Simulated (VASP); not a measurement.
# N2 in VASP: further runs

Aim: see how the results for N2 move with the level of theory and the settings. Levels: RPBE+D3(BJ), optB86b-vdW, rev-vdW-DF2. Tasks: single point.

Everything below comes from runs of VASP 6.6.1. Logs are shortened: lines on timing, memory, paths and dates and some standing lists are left out, and cuts for length are marked.

## (1) The molecule as given

The cell holds a molecule in a box, 2 atoms: a = 11.441 Å, b = 11.941 Å, c = 12.441 Å, α = 90.00°, β = 90.00°, γ = 90.00°.

## (2) Single point, RPBE+D3(BJ)

INCAR

```
SYSTEM = N
PREC = Accurate
ENCUT = 400
EDIFF = 1E-6
ISMEAR = 0
SIGMA = 0.01
LREAL = .FALSE.
LASPH = .TRUE.
NELM = 100
ALGO = Normal
ISIF = 2
LWAVE = .FALSE.
LCHARG = .FALSE.
GGA = RP
IVDW = 12
NBANDS = 12
ISYM = 0
```

KPOINTS

```
regular mesh
0
G
  1 1 1
  0 0 0
```

POSCAR

```
N                                       
1.0
   11.4414717937      0.0000000000      0.0000000000
    0.0000000000     11.9414717937      0.0000000000
    0.0000000000      0.0000000000     12.4414717937
  N             
     2
Selective dynamics
Direct
     0.5214622657000021    0.5159199176000016    0.4621639702999971   F   F   F
     0.4777975864411552    0.4920518644329004    0.5391389000487088   T   T   T
```

Potentials or basis: VASP PAW PBE potentials, release 64 (N).

The run is started by

```
cat potpaw_PBE.64/N/POTCAR > POTCAR
mpirun -np 4 vasp_gam > vasp.out
```

OUTCAR:

```text
SYSTEM = N
   PREC = Accurate
   ENCUT = 400
   EDIFF = 1E-6
   ISMEAR = 0
   LREAL = .FALSE.
   LASPH = .TRUE.
   NELM = 100
   ISIF = 2
   GGA = RP
   IVDW = 12
   ISYM = 0
 IVDW          = 12

 ion  position               nearest neighbor table
   1  0.521  0.516  0.462-   2 1.12
   2  0.478  0.492  0.539-   1 1.12

IMPORTANT INFORMATION: All symmetrisations will be switched off!
NOSYMM: (Re-)initialisation of all symmetry stuff for point group C_1.

----------------------------------------------------------------------------------------

                                     Primitive cell

  volume of cell :    1699.8536

  direct lattice vectors                    reciprocal lattice vectors
    11.441471794  0.000000000  0.000000000     0.087401343  0.000000000  0.000000000
     0.000000000 11.941471794  0.000000000     0.000000000  0.083741771  0.000000000
     0.000000000  0.000000000 12.441471794     0.000000000  0.000000000  0.080376343

  length of vectors
    11.441471794 11.941471794 12.441471794     0.087401343  0.083741771  0.080376343

  position of ions in fractional coordinates (direct lattice)
     0.521462266  0.515919918  0.462163970
     0.477797586  0.492051864  0.539138900

  ion indices of the primitive-cell ions
   primitive index   ion index
                 1           1
                 2           2

----------------------------------------------------------------------------------------

 KPOINTS: regular mesh

Automatic generation of k-mesh.
 Grid dimensions read from file:
 generate k-points for:    1    1    1

 Generating k-lattice:

  Cartesian coordinates                     Fractional coordinates (reciprocal lattice)
     0.087401343  0.000000000  0.000000000     1.000000000  0.000000000  0.000000000
     0.000000000  0.083741771  0.000000000     0.000000000  1.000000000  0.000000000
     0.000000000  0.000000000  0.080376343     0.000000000  0.000000000  1.000000000

  Length of vectors
     0.087401343  0.083741771  0.080376343

  Shift w.r.t. Gamma in fractional coordinates (k-lattice)
     0.000000000  0.000000000  0.000000000

 Subroutine IBZKPT returns following result:
 ===========================================

 Found      1 irreducible k-points:

 Following reciprocal coordinates:
            Coordinates               Weight
  0.000000  0.000000  0.000000      1.000000
   k-points           NKPTS =      1   k-points in BZ     NKDIM =      1   number of bands    NBANDS=     12
   number of dos      NEDOS =    301   number of ions     NIONS =      2
   total plane-waves  NPLWV = 537600
   dimension x,y,z NGX =    80 NGY =   80 NGZ =   84
   dimension x,y,z NGXF=   160 NGYF=  160 NGZF=  168
   ions per type =               2
   NGX,Y,Z   is equivalent  to a cutoff of  11.62, 11.14, 11.22 a.u.
   NGXF,Y,Z  is equivalent  to a cutoff of  23.25, 22.27, 22.45 a.u.
 SYSTEM =  N
   PREC   = accura    normal or accurate (medium, high low for compatibility)
   ISTART =      0    job   : 0-new  1-cont  2-samecut
   ICHARG =      2    charge: 1-file 2-atom 10-const
   ISPIN  =      1    spin polarized calculation?
   LNONCOLLINEAR =      F non collinear calculations
   LSORBIT =      F    spin-orbit coupling
   LASPH  =      T    aspherical Exc in radial PAW
   ENCUT  =  400.0 eV  29.40 Ry    5.42 a.u.  18.66 19.47 20.29*2*pi/ulx,y,z
   NELM   =    100;   NELMIN=  2; NELMDL= -5     # of ELM steps
   EDIFF  = 0.1E-05   stopping-criterion for ELM
   LREAL  =      F    real-space projection
   EDIFFG = 0.1E-04   stopping-criterion for IOM
   NSW    =      0    number of steps for IOM
   IBRION =     -1    ionic relax: 0-MD 1-quasi-New 2-CG
   NFREE  =      0    steps in history (QN), initial steepest desc. (CG)
   ISIF   =      2    stress and relaxation
   ISYM   =      0    0-nonsym 1-usesym 2-fastsym
   POTIM  = 0.5000    time-step for ionic-motion
   TEBEG  =    0.0;   TEEND  =   0.0 temperature during run
   PSTRESS=    0.0 pullay stress
   NELECT =      10.0000    total number of electrons
   NUPDOWN=      -1.0000    fix difference up-down
   EMIN   =  10.00;   EMAX   =-10.00  energy-range for DOS
   EFERMI =   0.00;   METHOD = LEGACY
   ISMEAR =     0;   SIGMA  =   0.01  broadening in eV -4-tet -1-fermi 0-gaus
   EFERMI_NEDOS =   21; number of points for ismear=-14 and -15
   IALGO  =     38    algorithm
   IMIX   =      4    mixing-type and parameters
     AMIX     =   0.40;   BMIX     =  1.00
     AMIX_MAG =   1.60;   BMIX_MAG =  1.00
  volume/ion in A,a.u.               =     849.93      5735.59
  Fermi-wavevector in a.u.,A,eV,Ry     =   0.295532  0.558474  1.188320  0.087339
  Thomas-Fermi vector in A             =   1.159194
   LORBIT       =      0    0 simple, 1 ext, 2 COOP (PROOUT), +10 PAW based schemes
   GGA     = RP    functional components
   LHFCALC =     F    Hartree Fock is set to
   AEXX    =    0.0000 exact exchange contribution
   IVDW    =    12    specifies the selected vdW correction
   LEPSILON=     F    determine dielectric tensor
   LRPA    =     F    only Hartree local field effects (RPA)
 non-spin polarized calculation
 Gauss-broadening in eV      SIGMA  =   0.01
  energy-cutoff  :      400.00
  volume of cell :     1699.85
 maximum number of plane-waves:     15454
 NGX is ok and might be reduce to    80
   NGX = 37   NGY = 39   NGZ = 41

 number of electron      10.0000002 magnetization

 Free energy of the ion-electron system (eV)
  ---------------------------------------------------
  ext. energy  EPLUGINS =         0.00000000
  ---------------------------------------------------
  free energy    TOTEN  =       -16.26159400 eV

  energy without entropy =      -16.26159400  energy(sigma->0) =      -16.26159400

 E-fermi :  -9.9933     XC(G=0):  -0.4035

 val. band max:      -10.0635368233   @ k =   0.0000   0.0000   0.0000
 cond. band min:      -2.0125994381   @ k =   0.0000   0.0000   0.0000
 fundamental gap:      8.0509373853
 Fermi energy:        -9.9933031588

 k-point     1 :       0.0000    0.0000    0.0000
  band No.  band energies     occupation
      1     -28.0784      2.00000
      2     -13.5491      2.00000
      3     -11.3626      2.00000
      4     -11.3624      2.00000
      5     -10.0635      2.00000
      6      -2.0126      0.00000
      7      -2.0121      0.00000
      8      -0.2195      0.00000
      9       0.7046      0.00000
     10       0.7243      0.00000
     11       0.7551      0.00000
     12       0.8308      0.00000

------------------------ aborting loop because EDIFF is reached ----------------------------------------

 Edisp (eV)   -0.08048

 E8    (eV) :    -0.0352

  FORCE on cell =-STRESS in cart. coord.  units (eV):
  Direction    XX          YY          ZZ          XY          YZ          ZX
  --------------------------------------------------------------------------------------
  -------------------------------------------------------------------------------------
  Total      -0.94634    -1.02591    -0.67550     0.05929    -0.11037    -0.19748
  in kB      -0.89197    -0.96696    -0.63669     0.05589    -0.10403    -0.18613
  external pressure =       -0.83 kB  Pullay stress =        0.00 kB

 VOLUME and BASIS-vectors are now :
 -----------------------------------------------------------------------------
  energy-cutoff  :      400.00
  volume of cell :     1699.85
      direct lattice vectors                 reciprocal lattice vectors
    11.441471794  0.000000000  0.000000000     0.087401343  0.000000000  0.000000000
     0.000000000 11.941471794  0.000000000     0.000000000  0.083741771  0.000000000
     0.000000000  0.000000000 12.441471794     0.000000000  0.000000000  0.080376343

 POSITION                                       TOTAL-FORCE (eV/Angst)
 -----------------------------------------------------------------------------------
      5.96630      6.16084      5.75000         0.294866      0.164155     -0.561232
      5.46671      5.87582      6.70768        -0.294866     -0.164155      0.561232
 -----------------------------------------------------------------------------------
    total drift:                               -0.000126      0.000065     -0.000373

  FREE ENERGIE OF THE ION-ELECTRON SYSTEM (eV)
  ---------------------------------------------------
  free  energy   TOTEN  =       -16.3420755526 eV

  energy  without entropy=      -16.3420755526  energy(sigma->0) =      -16.34207555
```

Run time: 27 s. Hardware: 4 MPI ranks of Intel Xeon Platinum 8488C (Sapphire Rapids), shared host; peak memory 0.35 GiB.

Results:

- Free energy: -16.3421 eV
- Largest force: 0.655 eV/Å
- Gap between the frontier levels: 8.05 eV
- Dispersion energy per atom: -0.040 eV

Forces on the atoms (eV/Å):
```
N    0.295  0.164 -0.561
N   -0.295 -0.164  0.561
```

Caveat: the cutoff is under 1.25 times the usual one of these potentials, so pressure, stress and relaxed cells hold a basis-set (Pulay) error; the standard files for N, O and F lose accuracy on very short bonds; the PAW data sets were made with another functional, which shifts forces and pressure a little.

## (3) Single point, optB86b-vdW

INCAR, as its differences from that of step 2:

```diff
@@ -13,4 +13,7 @@
 LCHARG = .FALSE.
-GGA = RP
-IVDW = 12
+GGA = MK
+LUSE_VDW = .TRUE.
+AGGAC = 0.0
+PARAM1 = 0.1234
+PARAM2 = 1.0
 NBANDS = 12
```

KPOINTS is that of step 2.

POSCAR is that of step 2.

Potentials or basis: VASP PAW PBE potentials, release 64 (N).

The run is started by

```
cat potpaw_PBE.64/N/POTCAR > POTCAR
mpirun -np 4 vasp_gam > vasp.out
```

OUTCAR:

```text
SYSTEM = N
   PREC = Accurate
   ENCUT = 400
   EDIFF = 1E-6
   ISMEAR = 0
   LREAL = .FALSE.
   LASPH = .TRUE.
   NELM = 100
   ISIF = 2
   GGA = MK
   ISYM = 0

 ion  position               nearest neighbor table
   1  0.521  0.516  0.462-   2 1.12
   2  0.478  0.492  0.539-   1 1.12

IMPORTANT INFORMATION: All symmetrisations will be switched off!
NOSYMM: (Re-)initialisation of all symmetry stuff for point group C_1.

----------------------------------------------------------------------------------------

[... 144 lines left out ...]
  FORCE on cell =-STRESS in cart. coord.  units (eV):
  Direction    XX          YY          ZZ          XY          YZ          ZX
  --------------------------------------------------------------------------------------
  -------------------------------------------------------------------------------------
  Total       -1.1341347     -1.0823670     -1.3850546     -0.0519073      0.1029359      0.1764140
  in kB       -1.0689656     -1.0201725     -1.3054672     -0.0489246      0.0970210      0.1662769
  external PRESSURE =      -1.1315351 kB  Pullay stress =       0.0000000 kB

 VOLUME and BASIS-vectors are now :
 -----------------------------------------------------------------------------
  energy-cutoff  :      400.00
  volume of cell :     1699.85
      direct lattice vectors                 reciprocal lattice vectors
    11.441471794  0.000000000  0.000000000     0.087401343  0.000000000  0.000000000
     0.000000000 11.941471794  0.000000000     0.000000000  0.083741771  0.000000000
     0.000000000  0.000000000 12.441471794     0.000000000  0.000000000  0.080376343

 POSITION                                       TOTAL-FORCE (eV/Angst)
 -----------------------------------------------------------------------------------
      5.96630      6.16084      5.75000        -0.103787     -0.063261      0.203028
      5.46671      5.87582      6.70768         0.103787      0.063261     -0.203028
 -----------------------------------------------------------------------------------
    total drift:                               -0.000204      0.000223     -0.000250

  FREE ENERGIE OF THE ION-ELECTRON SYSTEM (eV)
  ---------------------------------------------------
  free  energy   TOTEN  =       -13.6444829410 eV

  energy  without entropy=      -13.6444829410  energy(sigma->0) =      -13.64448294

Total vdW correction in eV:      2.5879459
```

stdout:

```text
POSCAR found type information on POSCAR N
 POSCAR found :  1 types and       2 ions
 scaLAPACK will be used
 -----------------------------------------------------------------------------
|                                                                             |
|                                                                             |
|     You have switched on vdW-DFT.                                           |
[... 15 lines left out ...]
|                                                                             |
 -----------------------------------------------------------------------------

 LDA part: xc-table for (Slater+PW92), standard interpolation
 POSCAR, INCAR and KPOINTS ok, starting setup
 FFT: planning ... GRIDC
 FFT: planning ... GRID_SOFT
 FFT: planning ... GRID
 WAVECAR not read
 entering main loop
```

Wall time 5.2 min (4 MPI ranks of Intel Xeon Platinum 8488C (Sapphire Rapids), shared host); peak memory 0.98 GiB.

Results:

| Property | Result |
| --- | --- |
| Free energy | -13.6445 eV |
| Largest force | 0.237 eV/Å |
| Gap between the frontier levels | 8.03 eV |

Forces on the atoms (eV/Å):
```
N   -0.104 -0.063  0.203
N    0.104  0.063 -0.203
```

Caveat: the cutoff is under 1.25 times the usual one of these potentials, so pressure, stress and relaxed cells hold a basis-set (Pulay) error; the standard files for N, O and F lose accuracy on very short bonds; the PAW data sets were made with another functional, which shifts forces and pressure a little.

## (4) Single point, rev-vdW-DF2

INCAR, as its differences from that of step 3:

```diff
@@ -17,3 +17,4 @@
 PARAM1 = 0.1234
-PARAM2 = 1.0
+PARAM2 = 0.711357
+ZAB_VDW = -1.8867
 NBANDS = 12
```

KPOINTS is that of step 3.

POSCAR is that of step 3.

The run is started by

```
cat potpaw_PBE.64/N/POTCAR > POTCAR
mpirun -np 4 vasp_gam > vasp.out
```

Wall time 5.2 min (4 MPI ranks of Intel Xeon Platinum 8488C (Sapphire Rapids), shared host); peak memory 0.96 GiB.

It converged, with:

* Free energy: -14.0775 eV
* Largest force: 0.378 eV/Å
* Gap between the frontier levels: 8.02 eV

Forces on the atoms (eV/Å):
```
N   -0.167 -0.099  0.324
N    0.167  0.099 -0.324
```

Levels at points of the mesh, in eV from the valence-band top:
```
           k point  band 1  band 2  band 3  band 4  band 5  band 6  band 7  band 8  band 9  band 10
(0.00, 0.00, 0.00)  -17.88   -3.31   -1.28   -1.28    0.00    8.02    8.02    9.85   10.77    10.82
```

Caveat: the cutoff is under 1.25 times the usual one of these potentials, so pressure, stress and relaxed cells hold a basis-set (Pulay) error; the standard files for N, O and F lose accuracy on very short bonds; the PAW data sets were made with another functional, which shifts forces and pressure a little.

## (5) Overview

```csv
level,gap on the mesh (eV),largest force (eV/Å)
RPBE+D3(BJ),8.05,0.65
optB86b-vdW,8.03,0.24
rev-vdW-DF2,8.02,0.38
```

Alike in all rows: task single point; potentials or basis VASP PAW PBE potentials, release 64 (N); no spin polarisation; cell as given; k mesh 1 × 1 × 1; cutoff (eV) 400; smearing gaussian 0.01 eV.

On the cell as given the gap runs from 8.02 eV (rev-vdW-DF2) to 8.05 eV (RPBE+D3(BJ)).

Caveats: the cutoff is under 1.25 times the usual one of these potentials, so pressure, stress and relaxed cells hold a basis-set (Pulay) error; the standard files for N, O and F lose accuracy on very short bonds; the PAW data sets were made with another functional, which shifts forces and pressure a little.

Total energies depend on the potentials used, so only differences within one code and one set of settings carry meaning.
